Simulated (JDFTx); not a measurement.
## KCl under changes of volume

One of the cells (28.294 Å³/atom); the others are scaled copies at fixed shape and fractional positions:

```xyz
2
Lattice="3.8392 0.0000 0.0000 0.0000 3.8392 0.0000 0.0000 0.0000 3.8392" Properties=species:S:1:pos:R:3 pbc="T T T"
K     0.0000    0.0000    0.0000
Cl    1.9196    1.9196    1.9196
```

Measurements of this composition are mostly on another form, of space group No. 225.

* Program: JDFTx 1.7.0 (patched build)
* Functional: PBEsol
* Potentials or basis: PseudoDojo-SR-PBEsol-0.4.1-standard with smoothed tails
* Cutoff: 1007 eV
* Density cutoff: 8055 eV
* k mesh: 7 × 7 × 7
* Occupations: fermi-dirac, width 0.05 eV
* Spin: no spin polarisation

```tsv
volume (Å³/atom)	energy over the lowest point (meV/atom)	pressure (GPa)	gap on the mesh (eV)
26.596	0.00	-0.4	4.90
27.162	2.12	-0.8	4.81
27.728	5.56	-1.1	4.73
28.294	10.17	-1.5	4.64
28.860	15.79	-1.7	4.57
29.426	22.30	-2.0	4.49
29.991	?	?	?
```

Task: What does the run at 29.991 Å³/atom give?

Result: Energy over the lowest point 29.59 meV/atom; pressure -2.2 GPa; gap on the mesh 4.43 eV.

Worked out: A Birch-Murnaghan fit of order 3 (a polynomial in V^(-2/3)) to the other rows has its minimum at 26.10 Å³/atom, just outside them, with B0 = V·E''(V) = 22 GPa and B' = 5.1. It gives 29.57 meV/atom at 29.991 Å³/atom, against the run's 29.59, and -dE/dV = -2.2 GPa, against -2.2. A straight line through the other rows of the gap, of slope -4.04 eV per unit of ln V, extrapolates to 4.41 eV, against the run's 4.43.

Energies are extrapolated to zero smearing.

Caveats: an odd mesh through Γ misses points on the zone boundary, where band edges often lie.
